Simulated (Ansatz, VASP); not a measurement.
Ru in VASP and in Ansatz

Contents of INCAR:

```
PREC = Accurate
ENCUT = 520
EDIFF = 1E-6
ISMEAR = -1
SIGMA = 0.1
LREAL = False
LASPH = True
NELM = 100
ALGO = Normal
ISIF = 2
LWAVE = False
LCHARG = True
GGA = PE
LELF = True
LVHAR = True
NBANDS = 13
```

File KPOINTS:

```
Automatic mesh
0
Gamma
  16 16 16
```

The input POSCAR:

```
Ru
1.0
   -1.5274112636      1.5274112636      1.5274112636
    1.5274112636     -1.5274112636      1.5274112636
    1.5274112636      1.5274112636     -1.5274112636
Ru
1
Direct
    0.0000000000      0.0000000000      0.0000000000
```

Input for Ansatz:

```yaml
crystal:
  lattice:
    - [-1.5274112636, 1.5274112636, 1.5274112636]
    - [1.5274112636, -1.5274112636, 1.5274112636]
    - [1.5274112636, 1.5274112636, -1.5274112636]
  atoms:
    - { symbol: Ru, position: [0.0, 0.0, 0.0] }
hamiltonian:
  xc: pbe
  pseudopotentials:
    kind: paw
    azcp:
      Ru: "pseudopotentials/Ru.paw.azcp"
basis:
  ecutwfc: 420
  fft_grid_basis: typed
kpoints:
  mp_grid: { grid: [16, 16, 16], shift: [0, 0, 0] }
magnetization:
  spin_polarized: false
scf:
  occupations: { method: fermi_dirac, width: 0.1 }
  lower_state_search: "off"
output:
  stress: true
```

Alike in both runs: task single point; functional PBE; k mesh 16 × 16 × 16; occupations fermi-dirac, width 0.1 eV; no spin polarisation.

|  | VASP | Ansatz |
| --- | --- | --- |
| version | VASP 6.6.1 | Ansatz 0.2.0 |
| potentials or method | VASP PAW PBE potentials, release 64 (Ru_pv) | plane waves (420 eV) with PAW, scalar-relativistic |
| plane-wave cutoff (eV) | 520 | 420 |
| valence electrons in the cell | 14 | 16 |

Ansatz gave:

* pressure (GPa): 0.1

Problem. Which values does VASP return?

Solution. Pressure (GPa): 0.0.

The two sets of potentials don't hold the same shells in valence.
